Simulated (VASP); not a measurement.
The system is BaO.

```
Ba O
1.0
     0.00000    2.76000    2.76000
     2.76000    0.00000    2.76000
     2.76000    2.76000    0.00000
Ba O
1 1
Direct
  0.00000 0.00000 0.00000
  0.50000 0.50000 0.50000
```

The cell was built by a generator and needn't be a form met in nature.

- Program: VASP 6.6.1
- Task: relaxation of cell and atoms
- Functional: LDA
- Potentials or basis: VASP PAW LDA potentials, release 64 (Ba_sv, O)
- Cutoff: 600 eV
- k mesh: 8 × 8 × 8
- Occupations: gaussian, width 0.02 eV
- Spin: no spin polarisation

At the start: pressure -1.8 GPa; volume 21.02 Å³/atom.

Problem. Where does the relaxation end?

Solution. Over 3 steps the energy falls by 2.8 meV/atom and the volume is 20.55 Å³/atom (-2.3 %); space group Fm-3m (No. 225, to 0.05 Å).

Step by step:
| step | energy change (eV) | largest force (eV/Å) | pressure (GPa) | volume (Å³) |
| --- | --- | --- | --- | --- |
| 1 | 0.0000 | 0.0000 | -1.84 | 42.05 |
| 2 | -0.0039 | 0.0000 | 1.08 | 40.60 |
| 3 | -0.0056 | 0.0000 | -0.01 | 41.10 |

Final structure:
```xyz
2
Lattice="0.0000 2.7391 2.7391 2.7391 0.0000 2.7391 2.7391 2.7391 0.0000" Properties=species:S:1:pos:R:3 pbc="T T T"
Ba    0.0000    0.0000    0.0000
O     2.7391    2.7391    2.7391
```
